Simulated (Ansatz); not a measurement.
ScAl: energy along a strain

ScAl, Pm-3m, a = 3.369 Å. The structure is a Materials Project entry; whether it is the stable form wasn't checked. Ansatz: r2SCAN, PAW, 500 eV, Γ-centred 18×18×18 mesh on 2 atoms, Gaussian smearing 0.15 eV; no spin polarisation. Cell vectors (Å): 3.369 0.000 0.000; 0.000 3.369 0.000; 0.000 0.000 3.369. The cell is strained by x per cent times the pattern (1 -1 0 0 0 0) in the order xx yy zz yz xz xy (engineering shears), with fractional coordinates held. y is the free energy over the start, V0 = 19.121 Å³/atom. Symmetry makes y even in x.

```tsv
x (%)	y (meV/atom)
-2.00	?
-1.00	0.32
0.00	0.00
0.50	0.08
0.75	0.18
1.25	0.50
1.50	0.72
1.75	0.99
```

Fit y = c2 x² + c4 x⁴ to the other rows, get the stiffness along the pattern, and predict the missing energy.

Least squares on the rows shown. y = 0.3168 x² + 0.001976 x⁴. The clamped-ion stiffness p·C·p = 2 × 3.168 eV × 160.2 / 19.121 Å³ = 53 GPa. At x = -2.00 the fit asked for gives 1.30 meV/atom. The run gave 1.30 meV/atom, the same to the digits shown.